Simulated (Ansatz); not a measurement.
# Zn (C2/m) in Ansatz: further runs, part 2 of 2

Ansatz 0.2.0. Earlier steps stand in the parts before.

### Step 3. Projected density of states, PBEsol

Input file input.yaml:

```yaml
crystal:
  lattice:
    - [2.2681701736, -1.30848701, 0.0]
    - [2.2681701736, 1.30848701, 0.0]
    - [-1.5917165425, 0.0, 7.3004081919]
  atoms:
    - { symbol: Zn, position: [0.77801786, 0.77801786, 0.33450498] }
    - { symbol: Zn, position: [0.22198214, 0.22198214, 0.66549502] }
    - { symbol: Zn, position: [0.0, 0.0, 0.0] }
hamiltonian:
  xc: pbesol
  pseudopotentials: { kind: paw }
kpoints:
  mp_grid: { grid: [7, 7, 2] }
scf:
  occupations: { method: fermi_dirac, width: 0.05 }
  n_extra_bands: 7
output:
  forces: true
  stress: true
  eigenvalues: true
  dos: { projected: true, de: 0.05, nscf_kmesh: { grid: [11, 11, 3] } }
```

Potentials or basis: Ansatz PAW.

Command:

```bash
$ ansatz run input.yaml --threads 2 --pin off --max-ram 5632MiB --backend cpu --events-out ev --progress --plain --runs-dir out
```

Output:

```text
Warning: RAYON_NUM_THREADS=2 ignored (pool sized by the plan → 2); use --threads N
scf.n_extra_bands = 7 over 18 filled bands (N_el = 36.0): the run solves 25 bands
Engine: ansatz 0.2.0, aarch64-unknown-linux-gnu
Pseudopotentials: kind: paw
Pseudopotential: Zn, paw, valence charge 12, recommended cutoff 420 eV (normal), Zn.paw.azcp
Functional definition: PBEsol
  exchange = pbesol_x
  correlation = pbesol_c
Crystal: 3 atoms, lattice volume = 43.333 Å³
Basis set: ecut = 420 eV, 871 PW (Γ), exchange–correlation on 36×36×100 points (8 copies of the dense FFT grid, shifted against one another)
Bands: 25, of which v1, the nominal top of the filled ones, is band 18 counted from 1 (17 counted from 0)
Symmetry: 4 space group operations
Space group: C2/m (ITA 12), of the structure as read, at distance tolerance 3.5e-5 Å
k-points: 32 of 98
Non-local potential: Zn, projectors of the file, l = 0: 2, l = 1: 2, l = 2: 3, l = 3: 1
PAW form: soft (Blöchl's): semilocal exchange-correlation on the pseudo side does not see the compensation charge
PAW frozen core: Zn, regenerated for the run's functional, and the local potential with it (the file was generated under x = pbe(κ = 0.804, μ = 0.2195149727645171), c = pbe(β = 0.06672455060314922))
PAW one-centre angular grid: Zn, 590 points (default); XC on 64 Gauss nodes
Initial density: superposition of atomic densities (neutral atoms: chi_scale 0, normalization atom), corrected by the library's trained network
Initial wavefunctions: pseudopotential atomic-orbital guess
Functional: x = pbesol(κ = 0.804, μ = 0.12345679012345678), c = pbesol(β = 0.046)
SCF iter   1: F=—  HF=-9842.813138 eV  |F-HF|=—  |Δ(HF+E_count)|=         —  Δρ=5.57e-3  dr2=8.06e-3  ethr=1.77e-3  ⟨swp⟩=5.8  Hψ=3687  notcnv=0  defer=5
preconditioner: auto → none  [metal: Δε(μ)=0.098 eV  Ē_g=14.032 eV  σ=0.050 eV  W_gap=0.38  n_scr=6 (ndim 8)  ℏωp=33.8 eV  f_vac=0.000  D(μ)=1.08/eV (n_scr^D=4)  sad-step TF]
SCF iter   2: F=—  HF=-9842.811201 eV  |F-HF|=—  |Δ(HF+E_count)|=   1.94e-3  Δρ=1.01e-3  dr2=3.33e-4  ethr=2.24e-5  ⟨swp⟩=2.0  Hψ=1788  notcnv=0  defer=60
SCF iter   3: F=—  HF=-9842.810663 eV  |F-HF|=—  |Δ(HF+E_count)|=   5.39e-4  Δρ=6.14e-4  dr2=2.31e-4  ethr=9.24e-7  ⟨swp⟩=2.0  Hψ=1311  notcnv=0  defer=60
SCF iter   4: F=—  HF=-9842.810722 eV  |F-HF|=—  |Δ(HF+E_count)|=   5.90e-5  Δρ=5.55e-4  dr2=7.71e-4  ethr=6.41e-7  ⟨swp⟩=2.0  Hψ=1278  notcnv=0  defer=60  recentre
SCF iter   5: F=—  HF=-9842.810580 eV  |F-HF|=—  |Δ(HF+E_count)|=   1.42e-4  Δρ=9.58e-5  dr2=1.33e-6  ethr=6.41e-7  ⟨swp⟩=2.8  Hψ=1276  notcnv=0  defer=60
SCF iter   6: F=—  HF=-9842.810589 eV  |F-HF|=—  |Δ(HF+E_count)|=   8.87e-6  Δρ=6.16e-5  dr2=8.28e-7  ethr=3.70e-9  ⟨swp⟩=2.1  Hψ=1318  notcnv=0  defer=60
SCF iter   7: F=-9842.810589 eV  HF=-9842.810589 eV  |F-HF|=7.35e-8  |Δ(HF+E_count)|=   3.77e-8  Δρ=1.29e-5  dr2=5.68e-8  ethr=2.78e-10  ⟨swp⟩=7.1  Hψ=4724  notcnv=0
SCF 1 converged in 7 iterations: F = -9842.810589 eV  dr2 = 5.68e-8
NSCF: frozen V_eff on 102 k-points
SCF converged after 7 iterations
Free energy (F): -9842.810589 eV
Harris-Foulkes:  -9842.810589 eV  (|F-HF|=7.35e-8)
Internal energy: -9842.802211 eV  (E = F + TS)
E sigma→0 (E₀):  -9842.806400 eV
Entropy (-TS):   -0.008378 eV (-2.793 meV/atom)
Fermi energy:    11.613699 eV
--- Per-component energies (eV) ---
  E_band       = 163.912679
  E_kinetic    = 394.770463
  E_local      = -4513.683704  (includes V_loc(G=0)·N_el)
  E_nonlocal   = 1834.123200
  E_hartree    = 1890.222980
  E_xc         = -409.951063
  E_vxc        = -161.205839  (∫ρ·V_xc dr)
  E_paw        = -5362.068533  (= ΣΔE_a)
  E_vpaw       = -1170.544979  (= ΣTr[D̂ρ^β])
  E_aug_tail   = -0.001113  (compensation charges beyond the density's cutoff)
  E_ewald      = -3678.606507
  E_core_change = 2.392065  (= ΣΔE_core)
  E_smearing   = -0.008378  (= −TS)
  E_closure    = 0.000000  (closes the sum)
  Σ components = -9842.810589   (vs F -9842.810589, Δ=0.00e0)
--- Forces (eV/Å), atoms counted from 1 ---
  atom   1  Zn    -0.00277141     0.00000000    -0.00510013
  atom   2  Zn     0.00277141    -0.00000000     0.00510013
  atom   3  Zn     0.00000000     0.00000000    -0.00000000
  max |Σ_I F_I| component: 4.34e-19 eV/Å
--- Stress (GPa, compression-positive) ---
       -1.373018      -0.000000       1.758792
       -0.000000      -3.673759       0.000000
        1.758792       0.000000      -1.059001
  P = ⅓ Tr σ = -2.0353 GPa (-20.353 kbar)
--- Band table (eV; the first three rows and the last of 32) ---
  k-point 0: bands = ["0.8260", "2.6556", "2.6613", "3.6330", "3.8822", "3.8838", "3.8924", "3.8983", "3.9310", "3.9374", "4.3175", "4.3254", "4.4878", "4.4910", "4.4963", "4.5020", "4.6579", "4.6892", "13.3069", "13.3659", "25.5869", "29.2425", "30.1405", "30.2296", "30.3919"]
  k-point 1: bands = ["1.4709", "1.5187", "2.8374", "3.6721", "3.6740", "3.8777", "3.8815", "3.9044", "3.9113", "3.9221", "3.9237", "4.3700", "4.3772", "4.3847", "4.3989", "4.5455", "4.5484", "7.7395", "8.6585", "19.6254", "19.7090", "29.7365", "29.7612", "30.8239", "31.0486"]
  k-point 2: bands = ["1.4501", "2.9802", "3.0524", "3.6903", "3.7933", "3.8228", "3.8628", "3.9688", "4.0254", "4.0409", "4.0567", "4.0726", "4.2396", "4.2698", "4.4744", "4.4974", "5.1966", "5.6666", "13.3558", "14.5052", "23.8420", "24.9543", "26.0907", "27.0315", "27.7674"]
  k-point 31: bands = ["3.2205", "3.2820", "3.2983", "3.4507", "3.4547", "3.7963", "3.9691", "4.1340", "4.1737", "4.3345", "4.3362", "4.5136", "4.5806", "4.5960", "4.6028", "9.3493", "9.8756", "10.7213", "12.7057", "13.1061", "13.9085", "18.7372", "18.7856", "19.1127", "20.0702"]
```

dos.tsv:

```text
# E-E_F[eV]	g_bin_mean(E)[states/eV]	N(E)
# format = ansatz-dos/2
# fermi_ev = 11.548634
# fermi_mp_grid = 11 11 3
# fermi_mp_shift = 0 0 0
# nscf_kmesh_grid = 11 11 3
# nscf_kmesh_shift = 0 0 0
# tetrahedron_fermi_ev = 11.562309
# g_bin_mean(E): the states in a bin one row spacing wide, centred on E, divided by that spacing. States that the method places at a single energy (under output.dos.method: tetrahedron, those of a tetrahedron whose four corners have one energy) are counted whole in the row whose bin holds that energy (on the edge of two bins, in the lower row). The sum of g_bin_mean over a run of rows, times the row spacing, is the number of states from half a spacing under the first of them to half a spacing over the last (a plain sum, not the trapezoid rule).
-11.222603	0.000000e0	0.000000e0
-11.172603	0.000000e0	0.000000e0
-11.122603	0.000000e0	0.000000e0
-11.072603	0.000000e0	0.000000e0
-11.022603	0.000000e0	0.000000e0
-10.972603	0.000000e0	0.000000e0
[... 616 lines left out ...]
19.877397	0.000000e0	5.000000e1
19.927397	0.000000e0	5.000000e1
```

Wall time 2.5 s (2 threads of Arm Neoverse V2, shared host); peak memory 0.31 GiB.

Results:

```
Free energy                          : -9842.8106 eV
Pressure                             : -2.0 GPa
Largest force                        : 0.006 eV/Å
Band gap on the k mesh               : none (metal or under the smearing width)
Density of states at the Fermi level : 0.62 states/eV per cell
```

Forces in eV/Å, atoms in the order of the input:
```
Zn  -0.003  0.000 -0.005
Zn   0.003  0.000  0.005
Zn   0.000  0.000  0.000
```

Levels at points of the mesh, in eV from the Fermi level:
| k point | band 15 | band 16 | band 17 | band 18 | band 19 | band 20 | band 21 | band 22 |
| --- | --- | --- | --- | --- | --- | --- | --- | --- |
| (0.00, 0.00, 0.00) | -7.12 | -7.11 | -6.96 | -6.92 | 1.69 | 1.75 | 13.97 | 17.63 |
| (0.00, 0.00, -0.50) | -7.21 | -7.07 | -7.07 | -3.87 | -2.96 | 8.01 | 8.10 | 18.12 |

States per cell in windows of 1 eV (zero at the Fermi level; states under -8 eV left out):
| from (eV) | total | Zn 3d | Zn 4s |
| --- | --- | --- | --- |
| -8.0 | 20.15 | 19.77 | 0.30 |
| -7.0 | 4.62 | 4.31 | 0.30 |
| -6.0 | 0.64 | 0.20 | 0.41 |
| -5.0 | 0.71 | 0.12 | 0.49 |
| -4.0 | 0.79 | 0.09 | 0.52 |
| -3.0 | 0.83 | 0.06 | 0.48 |
| -2.0 | 0.87 | 0.04 | 0.39 |
| -1.0 | 0.79 | 0.02 | 0.27 |
| 0.0 | 0.61 | 0.02 | 0.18 |
| 1.0 | 0.97 | 0.02 | 0.35 |
| 2.0 | 1.15 | 0.02 | 0.31 |
| 3.0 | 0.88 | 0.01 | 0.19 |
| 4.0 | 1.05 | 0.01 | 0.15 |
| 5.0 | 1.29 | 0.01 | 0.13 |
| 6.0 | 1.17 | 0.00 | 0.08 |
| 7.0 | 1.18 | 0.00 | 0.05 |

Caveat: the k mesh is coarse (spacing up to 0.43 Å⁻¹), so the values aren't converged; the PAW data sets come from PBE, with cores solved anew for the run's functional, which leaves a small shift of forces and pressure; the density of states is complete only up to the lowest level of the last band computed.

### Step 4. Projected density of states, r2SCAN

input.yaml, as its differences from that of step 3:

```diff
@@ -10,3 +10,3 @@
 hamiltonian:
-  xc: pbesol
+  xc: r2scan
   pseudopotentials: { kind: paw }
@@ -22 +22,5 @@
   dos: { projected: true, de: 0.05, nscf_kmesh: { grid: [11, 11, 3] } }
+  write_density: true
+  write_potential: true
+  elf: true
+  volumetric_format: npy
```

Command:

```bash
$ ansatz run input.yaml --threads 2 --pin off --max-ram 5632MiB --backend cpu --events-out ev --progress --plain --runs-dir out
```

Run time: 5.8 s. Hardware: 2 threads of Arm Neoverse V2, shared host; peak memory 0.43 GiB.

The run converged. Its results:

| Property | Result |
| --- | --- |
| Free energy | -9977.1158 eV |
| Pressure | -0.8 GPa |
| Band gap on the k mesh | none (metal or under the smearing width) |
| Density of states at the Fermi level | 0.58 states/eV per cell |

Stress tensor (GPa, compression positive):
```
-0.56  0.00  1.96
 0.00 -2.33  0.00
 1.96  0.00  0.47
```

Levels at points of the mesh, in eV from the Fermi level:
```
            k point  band 14  band 15  band 16  band 17  band 18  band 19  band 20  band 21  band 22  band 23
 (0.00, 0.00, 0.00)    -7.48    -7.47    -7.46    -7.27    -7.24     1.79     1.85    14.73    18.37    19.59
(0.00, 0.00, -0.50)    -7.58    -7.57    -7.42    -7.42    -4.06    -3.07     8.41     8.50    19.17    19.20
```

States per cell in windows of 0.5 eV (zero at the Fermi level; states under -8 eV left out):
| from (eV) | total | Zn 3d | Zn 4s |
| --- | --- | --- | --- |
| -8.0 | 10.81 | 10.63 | 0.14 |
| -7.5 | 6.34 | 6.23 | 0.10 |
| -7.0 | 0.39 | 0.22 | 0.16 |
| -6.5 | 0.31 | 0.12 | 0.18 |
| -6.0 | 0.30 | 0.09 | 0.20 |
| -5.5 | 0.32 | 0.07 | 0.22 |
| -5.0 | 0.34 | 0.06 | 0.23 |
| -4.5 | 0.36 | 0.05 | 0.24 |
| -4.0 | 0.39 | 0.04 | 0.25 |
| -3.5 | 0.39 | 0.03 | 0.24 |
| -3.0 | 0.42 | 0.03 | 0.24 |
| -2.5 | 0.36 | 0.02 | 0.19 |
| -2.0 | 0.38 | 0.02 | 0.18 |
| -1.5 | 0.48 | 0.02 | 0.18 |
| -1.0 | 0.41 | 0.01 | 0.14 |
| -0.5 | 0.33 | 0.01 | 0.09 |
| 0.0 | 0.25 | 0.01 | 0.05 |
| 0.5 | 0.29 | 0.01 | 0.10 |
| 1.0 | 0.39 | 0.01 | 0.15 |
| 1.5 | 0.51 | 0.01 | 0.18 |
| 2.0 | 0.65 | 0.01 | 0.19 |
| 2.5 | 0.48 | 0.01 | 0.12 |
| 3.0 | 0.42 | 0.00 | 0.11 |
| 3.5 | 0.41 | 0.00 | 0.09 |
| 4.0 | 0.44 | 0.00 | 0.08 |
| 4.5 | 0.50 | 0.00 | 0.07 |
| 5.0 | 0.61 | 0.00 | 0.08 |
| 5.5 | 0.62 | 0.00 | 0.07 |
| 6.0 | 0.60 | 0.00 | 0.05 |
| 6.5 | 0.55 | 0.00 | 0.04 |
| 7.0 | 0.55 | 0.00 | 0.03 |
| 7.5 | 0.58 | 0.00 | 0.03 |

Caveat: the k mesh is coarse (spacing up to 0.43 Å⁻¹), so the values aren't converged; the PAW data sets come from PBE, with cores solved anew for the run's functional, which leaves a small shift of forces and pressure; the density of states is complete only up to the lowest level of the last band computed.

### Step 5. The runs side by side

```csv
level,cutoff (eV),gap on the mesh (eV),pressure (GPa),largest force (eV/Å)
LDA,420,none,-5.9,0.01
PBEsol,420,none,-2.0,0.01
r2SCAN,500,none,-0.8,-
```

Alike in all rows: task projected density of states; potentials or basis Ansatz PAW; no spin polarisation; cell as given; k mesh 7 × 7 × 2; smearing fermi-dirac 0.05 eV; the mesh is coarse, so values aren't converged.

Caveats: all runs use coarse meshes; the PAW data sets come from PBE, with cores solved anew for the run's functional, which leaves a small shift of forces and pressure; the density of states is complete only up to the lowest level of the last band computed.

Total energies depend on the potentials used, so only differences within one code and one set of settings carry meaning.
